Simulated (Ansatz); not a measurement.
Crystal: PtS2.

```
Pt S
1.0
     3.54320    0.00000    0.00000
    -1.77160    3.06850    0.00000
     0.00000    0.00000    5.03880
Pt S
1 2
Direct
  0.00000 0.00000 0.00000
  0.66667 0.33333 0.77300
  0.33333 0.66667 0.22700
```

* Program: Ansatz 0.2.0
* Task: relaxation of cell and atoms
* Functional: PBE
* Dispersion: D3(BJ)
* Potentials or basis: Ansatz PAW
* Cutoff: 420 eV (not typed: the program's choice for these potentials)
* k mesh: 9 × 9 × 5
* Occupations: fermi-dirac, width 0.05 eV
* Spin: no spin polarisation

At the start: volume 18.26 Å³/atom.

Q: Where does the relaxation end?

A: It ends after 7 steps and the volume is 17.27 Å³/atom (-5.4 %); space group P-3m1 (No. 164, to 0.05 Å).

The path:
```csv
step,energy change (eV),largest force (eV/Å),volume (Å³)
1,0.0000,1.2895,54.78
2,-0.1208,0.2540,51.81
3,-0.1398,0.0525,52.89
4,-0.1421,0.0113,52.33
5,-0.1429,0.0096,51.71
6,-0.1429,0.0038,51.80
7,-0.1424,0.0040,51.80
```

Final structure:
```
Pt S
1.0
     3.58352    0.00000    0.00000
    -1.79176    3.10342    0.00000
     0.00000    0.00000    4.65812
Pt S
1 2
Direct
  0.00000 0.00000 0.00000
  0.66667 0.33333 0.74095
  0.33333 0.66667 0.25905
```

Caveat: the plane-wave basis is chosen anew once the cell has moved, so the energies of steps on either side of that aren't comparable; pairwise dispersion overbinds metals, which lowers pressure and volume.
